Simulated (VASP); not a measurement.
A run of VASP 6.6.1:

INCAR

```
PREC = Accurate
ENCUT = 520
EDIFF = 1E-7
ISMEAR = 0
SIGMA = 0.05
LREAL = F
LASPH = T
NELM = 60
ALGO = Fast
ISIF = 2
LWAVE = F
LCHARG = T
ISPIN = 2
MAGMOM = 1 -1 0 0 0 0
LORBIT = 11
LMAXMIX = 4
LDAU = T
LDAUTYPE = 2
LDAUL = 2 -1
LDAUU = 2.5 0
LDAUJ = 0 0
LDAUPRINT = 1
GGA = PS
LELF = T
LVHAR = T
NBANDS = 39
```

The input KPOINTS:

```
Automatic mesh
0
Gamma
  7 7 2
```

The input POSCAR:

```
Te2Mo
1.0
    3.5181997400      0.0000000000      0.0000000000
   -1.7590998700      3.0468503500      0.0000000000
    0.0000000000      0.0000000000     13.9735999500
Mo Te
2 4
Direct
    0.3333333333      0.6666666667      0.2500000000
    0.6666666667      0.3333333333      0.7500000000
    0.3333333333      0.6666666667      0.6210000000
    0.6666666667      0.3333333333      0.1210000000
    0.3333333333      0.6666666667      0.8790000000
    0.6666666667      0.3333333333      0.3790000000
```

Potentials or basis: VASP PAW PBE potentials, release 64 (Mo_sv, Te).

Command:

```sh
$ cat potpaw_PBE.64/Mo_sv/POTCAR potpaw_PBE.64/Te/POTCAR > POTCAR
$ mpirun -np 1 vasp_std > vasp.out
```

Hardware: 1 thread of Intel(R) Xeon(R) Platinum 8259CL CPU @ 2.50GHz (Skylake/Cascade Lake) (shared host).

Q: Estimate the wall time of this run.

A: Run time: 4.3 min on 1 thread of Intel(R) Xeon(R) Platinum 8259CL CPU @ 2.50GHz (Skylake/Cascade Lake), with other jobs on the host, peak memory 0.41 GiB. Counts: scf iterations 17, k points 16.
